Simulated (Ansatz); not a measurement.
# TiN: the cost of one run

Method: DFT PBE, scalar-relativistic, plane waves, PAW, in Ansatz 0.2.0.

3 further runs of the same task are left out: 1 that didn't finish, 2 set aside as unsound or not needed.

### 1 The structure to begin with

Symmetry: Fm-3m, No. 225, cubic system. The conventional cell has a = 4.595 Å, b = 4.595 Å, c = 4.595 Å, α = 90.00°, β = 90.00°, γ = 90.00°. Zr (site symmetry m-3m) has 6 N at 2.30 Å as nearest neighbours. N (site symmetry m-3m) is surrounded by 6 Zr at 2.30 Å.

Coordinates:

```cif
data_structure
_symmetry_space_group_name_H-M 'P 1'
_symmetry_Int_Tables_number 1
_cell_length_a 3.2489
_cell_length_b 3.2489
_cell_length_c 3.2489
_cell_angle_alpha 60.000
_cell_angle_beta 60.000
_cell_angle_gamma 60.000
_cell_volume 24.25
loop_
_atom_site_label
_atom_site_type_symbol
_atom_site_fract_x
_atom_site_fract_y
_atom_site_fract_z
_atom_site_occupancy
Zr1 Zr 0.50000 0.50000 0.50000 1
N1 N 0.00000 0.00000 0.00000 1
```

It goes back to an entry of the Materials Project, which need not be the stable form.

It is the result of an earlier relaxation at this level (volume 12.12 Å³/atom; gap on the mesh: none (metal)).

### 2 Swap Zr → Ti

TiN starts from the relaxed positions of ZrN, with all lengths scaled by 0.959, a guess from tabulated radii. Atoms that may carry a moment start with parallel spins.

### 3 Probe: one point at the start (TiN)

Input file input.yaml:

```yaml
crystal:
  lattice:
    - [0.0, 2.2036833895, 2.2036833895]
    - [2.2036833895, 0.0, 2.2036833895]
    - [2.2036833895, 2.2036833895, 0.0]
  atoms:
    - { symbol: Ti, position: [0.5, 0.5, 0.5], spin: 1.0 }
    - { symbol: "N", position: [0.0, 0.0, 0.0] }
basis:
  ecutwfc: 420
kpoints:
  mp_grid: { grid: [8, 8, 8] }
hamiltonian:
  xc: pbe
scf:
  occupations: { method: gaussian, width: 0.1 }
  lower_state_search: "off"
output:
  forces: true
  stress: true
  eigenvalues: true
  populations: true
magnetization:
  spin_polarized: true
```

The run is started by

```console
ansatz run input.yaml --threads 1 --pin off --max-ram 2560MiB --backend cpu --events-out ev --progress --plain --runs-dir out
```

**Question.** How long does this run take on 1 thread of AMD EPYC 7R43 (Zen 3), shared host, and how much memory does it need?

About 2.2 s, with a peak of 0.33 GiB.
